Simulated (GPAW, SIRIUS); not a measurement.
Given: the input of a run of SIRIUS 7.10.0 on Nb. The given cell was strained at random by a few per cent at fixed volume. This isn't the form of Nb at room conditions, which is bcc.

File sirius.json:

```json
{
  "control": {
    "processing_unit": "cpu",
    "verbosity": 2,
    "num_bands_to_print": 13,
    "print_forces": true,
    "print_stress": true
  },
  "parameters": {
    "electronic_structure_method": "pseudopotential",
    "xc_functionals": ["XC_GGA_X_PBE_SOL", "XC_GGA_C_PBE_SOL"],
    "gk_cutoff": 9.1,
    "pw_cutoff": 18.2,
    "ngridk": [11, 11, 11],
    "shiftk": [0, 0, 0],
    "smearing": "fermi_dirac",
    "smearing_width": 0.0018374661,
    "num_bands": 13,
    "num_mag_dims": 0,
    "num_dft_iter": 100,
    "energy_tol": 1e-08,
    "density_tol": 1e-06
  },
  "iterative_solver": {
    "type": "davidson",
    "min_tolerance": 1e-09,
    "tolerance_scale": [0.1, 0.25]
  },
  "mixer": {
    "type": "anderson",
    "beta": 0.7,
    "max_history": 8
  },
  "settings": {
    "tol_ne": 1e-10,
    "pseudo_grid_cutoff": 6.5
  },
  "unit_cell": {
    "lattice_vectors": [
      [-0.013484719679, 0.72079563128, 0.69301646464],
      [0.672494281592, 0.016370030367, 0.663161385971],
      [0.698735820816, 0.717182091835, -0.009871508857]
    ],
    "lattice_vectors_scale": 5.7504363194,
    "atom_coordinate_units": "lattice",
    "atom_types": ["Nb"],
    "atom_files": {
      "Nb": "Nb.json"
    },
    "atoms": {
      "Nb": [
        [0.030077, -0.003973, -0.00022]
      ]
    }
  }
}
```

Potentials or basis: PseudoDojo 0.4.1 PBEsol standard (scalar relativistic).

Command:

```console
$ upf_to_json Nb.upf
$ OMP_NUM_THREADS=1 sirius.scf --input=sirius.json --output=out.json --task=0
```

**Question.** What does the same run look like in GPAW 26.7.0 (ASE script)? Potentials or basis there: PAW data sets generated for this functional, cutoff 600 eV.

**Answer.** As run (cutoffs and basis follow the program's own potentials, and thresholds, step limits or extra output files can differ):

File run.py:

```python
from ase import Atoms
from ase.dft.bandgap import bandgap
from ase.io import write
from ase.units import GPa
from gpaw import GPAW, PW, setup_paths

setup_paths.insert(0, '.')

atoms = Atoms(['Nb'],
              cell=[[-0.041034, 2.193381, 2.108849],
                    [2.0464, 0.049814, 2.018],
                    [2.126253, 2.182385, -0.030039]],
              scaled_positions=[[0.030077, -0.003973, -0.00022]],
              pbc=True)

calc = GPAW(mode=PW(600),
            xc='PBEsol',
            kpts={'size': (11, 11, 11), 'gamma': True},
            occupations={'name': 'fermi-dirac', 'width': 0.05},
            nbands=15,
            convergence={'density': 1e-05, 'energy': 1e-05},
            maxiter=150,
            txt='gpaw.txt')
atoms.calc = calc
energy = atoms.get_potential_energy()
forces = atoms.get_forces()
stress = atoms.get_stress()
calc.write('gs.gpw')
write('result.traj', atoms)
print(f'Energy: {energy:.6f} eV')
print('Forces (eV/A):')
print(forces.round(4))
print('Stress (GPa):', (stress / GPa).round(3))
print('Fermi level:', round(calc.get_fermi_level(), 4), 'eV')
print(f'Gap: {bandgap(calc)[0]:.4f} eV, direct: {bandgap(calc, direct=True)[0]:.4f} eV')
```

Potentials or basis: PAW data sets generated in the run's folder for this functional, pw.

Command:

```sh
$ gpaw-setup -f PBEsol Nb
$ OMP_NUM_THREADS=1 python run.py
```

Both were run:

|  | SIRIUS | GPAW |
| --- | --- | --- |
| Pressure | -7.6 GPa | -8.3 GPa |
| Energy over the undisturbed cell | -20.0 meV/atom | -19.4 meV/atom |

The undisturbed cell isn't at this level's minimum, so the move can lower the energy.

Pressure is positive in compression.
